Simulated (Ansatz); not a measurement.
## What internal relaxation does to the elastic constants of SnO2

Computed with DFT LDA, scalar-relativistic, plane waves, PAW (Ansatz). Cutoff 420 eV, 6×6×6 k-points (Γ-centred), fixed occupations. No spin polarisation.

Relaxed structure:
```
Sn O
1.0
     4.70341    0.00000    0.00000
     0.00000    5.69497    0.00000
     0.00000    0.00000    5.20424
Sn O
4 8
Direct
  0.50000 0.66731 0.75000
  0.00000 0.83269 0.25000
  0.50000 0.33269 0.25000
  0.00000 0.16731 0.75000
  0.73100 0.60491 0.07765
  0.23100 0.89509 0.92235
  0.76900 0.89509 0.57765
  0.26900 0.60491 0.42235
  0.73100 0.39509 0.57765
  0.23100 0.10491 0.42235
  0.76900 0.10491 0.07765
  0.26900 0.39509 0.92235
```

Clamped-ion constants (GPa, Voigt order; atoms follow the strain homogeneously):
```
301.1 163.6 167.6   0.0   0.0   0.0
163.6 324.7 148.1   0.0   0.0   0.0
167.5 148.1 385.6   0.0   0.0   0.0
  0.0   0.0   0.0 108.0   0.0   0.0
  0.0   0.0   0.0   0.0 156.3   0.0
  0.0   0.0   0.0   0.0   0.0 167.4
```

What are the constants once the atoms relax in each strained cell?

## Answers

```
269.0 167.9 163.8   0.0   0.0   0.0
168.0 284.5 115.7   0.0   0.0   0.0
163.9 115.6 328.0   0.0   0.0   0.0
  0.0   0.0   0.0  80.2   0.0   0.0
  0.0   0.0   0.0   0.0 102.5   0.0
  0.0   0.0   0.0   0.0   0.0 121.5
```
The Voigt shear modulus goes from 121.8 to 89.8 GPa and the Voigt bulk modulus from 218.9 to 197.4 GPa. Relaxation subtracts ΛᵀK⁻¹Λ/V, with Λ the forces that a strain puts on the atoms and K the zone-centre force constants. At a stable cell this can only lower the diagonal constants, and it acts only for strains that share their symmetry with an optical mode; elsewhere, and where the coupling is weak, the constants hardly move.

This form isn't the usual stable structure of the compound.

Cost: 2 runs of about 24 core-minutes in all, on Intel Xeon 6975P-C (Granite Rapids), Intel Xeon Platinum 8488C (Sapphire Rapids) (shared hosts).